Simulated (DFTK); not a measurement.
## MgTe under changes of volume

One of the cells (33.761 Å³/atom); the others are scaled copies at fixed shape and fractional positions:

```
CELL_PARAMETERS angstrom
0.00000 3.23200 3.23200
3.23200 0.00000 3.23200
3.23200 3.23200 0.00000
ATOMIC_POSITIONS crystal
Te 0.25000 0.25000 0.25000
Mg 0.00000 0.00000 0.00000
```

The cell comes from a database or a generator and needn't be the stable form of this composition.

| Property | Result |
| --- | --- |
| Program | DFTK 0.8.2 |
| Functional | PBE |
| Potentials or basis | dojo.nc.sr.pbe.v0_4_1.standard.upf (PBE) |
| Cutoff | 1143 eV |
| k mesh | 7 × 7 × 7 |
| Occupations | fermi-dirac, width 0.05 eV |
| Spin | no spin polarisation |

| volume (Å³/atom) | energy over the lowest point (meV/atom) | pressure (GPa) | gap on the mesh (eV) |
| --- | --- | --- | --- |
| 31.735 | ? | ? | ? |
| 32.410 | 14.90 | 2.4 | 2.59 |
| 33.086 | 6.58 | 1.5 | 2.50 |
| 33.761 | 1.73 | 0.7 | 2.41 |
| 34.436 | 0.00 | 0.0 | 2.32 |
| 35.111 | 1.10 | -0.6 | 2.24 |
| 35.787 | 4.75 | -1.2 | 2.16 |

Question: What does the run at 31.735 Å³/atom give?

Answer: Energy over the lowest point 27.05 meV/atom; pressure 3.3 GPa; gap on the mesh 2.69 eV.

Worked out: A Birch-Murnaghan fit of order 3 (a polynomial in V^(-2/3)) to the other rows has its minimum at 34.50 Å³/atom with B0 = V·E''(V) = 34 GPa and B' = 4.2. It gives 27.04 meV/atom at 31.735 Å³/atom, against the run's 27.05, and -dE/dV = 3.4 GPa, against 3.3. A straight line through the other rows of the gap, of slope -4.35 eV per unit of ln V (its deformation potential), extrapolates to 2.68 eV, against the run's 2.69.

Energies are extrapolated to zero smearing.

Caveats: spin-orbit coupling is left out, which moves the levels of the heavy elements; an odd mesh through Γ misses points on the zone boundary, where band edges often lie (some runs).
